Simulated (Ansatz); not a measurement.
A run of Ansatz 0.2.0 is set up as follows.

Contents of input.yaml:

```yaml
crystal:
  lattice:
    - [3.17, 0.0, 0.0]
    - [-1.585, 2.74530053, 0.0]
    - [0.0, 0.0, 3.533]
  atoms:
    - { symbol: Zr, position: [0.0, 0.0, 0.0] }
    - { symbol: B, position: [0.6666666667, 0.3333333333, 0.5] }
    - { symbol: B, position: [0.3333333333, 0.6666666667, 0.5] }
hamiltonian:
  xc: pbesol
  pseudopotentials: { kind: paw }
kpoints:
  mp_grid: { grid: [10, 10, 8] }
scf:
  occupations: { method: fermi_dirac, width: 0.05 }
output:
  forces: true
  stress: true
  eigenvalues: true
```

Potentials or basis: Ansatz PAW.

Command:

```sh
$ ansatz run input.yaml --threads 2 --pin off --max-ram 5632MiB --backend cpu --events-out ev --progress --plain --runs-dir out
```

(1) Predict the band gap on the k mesh.

(2) Estimate the pressure.

Answers

(1) none (metal or under the smearing width).

(2) -4.1 GPa.

Caveat: the PAW data sets come from PBE, with cores solved anew for the run's functional, which leaves a small shift of forces and pressure.
